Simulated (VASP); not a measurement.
Set up this calculation in VASP 6.6.1, as the native input.

```
Task                   : band structure
Functional             : PBE
Potentials or basis    : VASP PAW PBE potentials, release 64 (Co, O)
Cutoff                 : 520 eV
k mesh                 : 12 × 12 × 6
Occupations            : gaussian, width 0.03 eV
Spin                   : collinear spin, ferromagnetic start
Starting moments       : [3.0, 3.0, 0.0, 0.0] μB
Hubbard terms          : Co d U = 3.32 eV
Further INCAR settings : ALGO = Normal; EDIFF = 1e-07; NBANDS = 27; AMIX = 0.2; BMIX = 0.0001
```

The structure of CoO lies in POSCAR:

```
CoO                                     
1.0
    3.2927607927     -0.0000000000      0.0000000000
   -1.6463803963      2.8516144997      0.0000000000
    0.0000000000      0.0000000000      5.2343394313
  Co              O             
     2     2
Direct
     0.3333333300000021    0.6666666699999979    0.4980004910674282
     0.6666666699999979    0.3333333300000021    0.9980004910674282
     0.6666666699999979    0.3333333300000021    0.3810095089325728
     0.3333333300000021    0.6666666699999979    0.8810095089325728
```

The cell was built by a generator and needn't be a form met in nature.

One way to write it, as run:

INCAR

```
ALGO = Normal
AMIX = 0.2
AMIX_MAG = 0.8
BMIX = 1E-4
BMIX_MAG = 1E-4
EDIFF = 1E-7
ENCUT = 520
GGA = PE
ICORELEVEL = 1
ISIF = 2
ISMEAR = 0
ISPIN = 2
KPAR = 2
LASPH = T
LCHARG = F
LDAU = T
LDAUJ = 0 0
LDAUL = 2 -1
LDAUPRINT = 1
LDAUTYPE = 2
LDAUU = 3.32 0
LMAXMIX = 4
LORBIT = 11
LREAL = F
LWAVE = F
MAGMOM = 3 3 0 0
NBANDS = 27
NELM = 150
PREC = Accurate
SIGMA = 0.03
```

KPOINTS

```
k-points
0
Gamma
  12 12 6
```

KPOINTS_OPT

```
explicit points
186
Reciprocal
 0.0000000000  0.0000000000  0.0000000000 1
 0.0263157895  0.0000000000  0.0000000000 1
 0.0526315789  0.0000000000  0.0000000000 1
 0.0789473684  0.0000000000  0.0000000000 1
 0.1052631579  0.0000000000  0.0000000000 1
 0.1315789474  0.0000000000  0.0000000000 1
[... 178 lines left out ...]
 0.5000000000  0.0000000000  0.5000000000 1
 0.5000000000  0.0000000000  0.0000000000 1
```

Potentials or basis: VASP PAW PBE potentials, release 64 (Co, O).

Launch:

```sh
$ cat potpaw_PBE.64/Co/POTCAR potpaw_PBE.64/O/POTCAR > POTCAR
$ mpirun -np 2 vasp_std > vasp.out
```

It gave:

```
Pressure                                              : 0.2 GPa
Band gap on the k mesh                                : 0.71 eV, direct
Band gap along the path                               : 0.71 eV, direct
Net moment                                            : 6.00 μB per cell
Site moments                                          : Co +2.71; O +0.18 μB
Valence electrons inside the program's atomic spheres : Co 7.88; O 5.01
```

Wall time 82 s on 2 MPI ranks on Intel(R) Xeon(R) 6975P-C (Granite Rapids), on a shared host, peak memory 0.36 GiB a rank.
